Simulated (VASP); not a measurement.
GaSb, 2 atoms in the cell. It takes space group F-43m (No. 216, cubic). Conventional cell: a = 6.118 Å, b = 6.118 Å, c = 6.118 Å, α = 90.00°, β = 90.00°, γ = 90.00°. Sb (site symmetry -43m) is surrounded by 4 Ga at 2.65 Å. Ga (site symmetry -43m) is surrounded by 4 Sb at 2.65 Å. 

- Program: VASP 6.6.1
- Task: single point
- Functional: PBE
- Potentials or basis: VASP PAW PBE potentials, release 64 (Sb, Ga_d)
- Cutoff: 520 eV
- k mesh: 8 × 8 × 8
- Occupations: gaussian, width 0.011 eV
- Spin: no spin polarisation
- Further INCAR settings: ALGO = Normal; EDIFF = 1e-06; NBANDS = 16

Potentials or basis: VASP PAW PBE potentials, release 64 (Sb, Ga_d).

Run with:

```bash
$ cat potpaw_PBE.64/Sb/POTCAR potpaw_PBE.64/Ga_d/POTCAR > POTCAR
$ mpirun -np 1 vasp_std > vasp.out
```

Hardware: 1 thread of AMD EPYC 9R45 96-Core Processor (Zen 5), on a shared host.

Task: How long does it take, and how much memory?

Result: It took 13 s on 1 thread of AMD EPYC 9R45 96-Core Processor (Zen 5) (shared host), peak memory 0.16 GiB. Counts: scf iterations 12, k points 29.
